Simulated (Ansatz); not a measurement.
**Zn under changes of volume**

One of the cells (15.330 Å³/atom); the others are scaled copies at fixed shape and fractional positions:

```xyz
2
Lattice="2.6700 0.0000 0.0000 -1.3350 2.3123 0.0000 0.0000 0.0000 4.9660" Properties=species:S:1:pos:R:3 pbc="T T T"
Zn    1.3350    0.7708    3.7245
Zn    0.0000    1.5415    1.2415
```

| Property | Result |
| --- | --- |
| Program | Ansatz 0.2.0 |
| Functional | PBE |
| Potentials or basis | Ansatz PAW |
| Cutoff | 420 eV (not typed: the program's choice for these potentials) |
| k mesh | 11 × 11 × 6 |
| Occupations | fermi-dirac, width 0.05 eV |
| Spin | no spin polarisation |

| volume (Å³/atom) | energy over the lowest point (meV/atom) | pressure (GPa) |
| --- | --- | --- |
| 14.410 | 9.96 | 4.5 |
| 14.716 | 3.29 | 2.5 |
| 15.023 | ? | ? |
| 15.330 | 0.00 | -0.7 |
| 15.636 | 2.58 | -2.0 |
| 15.943 | 7.55 | -3.2 |
| 16.249 | 14.62 | -4.2 |

Task: What does the run at 15.023 Å³/atom give?

Result: Energy over the lowest point 0.11 meV/atom; pressure 0.8 GPa.

Worked out: A Birch-Murnaghan fit of order 3 (a polynomial in V^(-2/3)) to the other rows has its minimum at 15.19 Å³/atom with B0 = V·E''(V) = 74 GPa and B' = 5.3 at fixed shape and positions, which overstates the stiffness. It gives 0.10 meV/atom at 15.023 Å³/atom, against the run's 0.11, and -dE/dV = 0.8 GPa, against 0.8.

Energies are extrapolated to zero smearing.
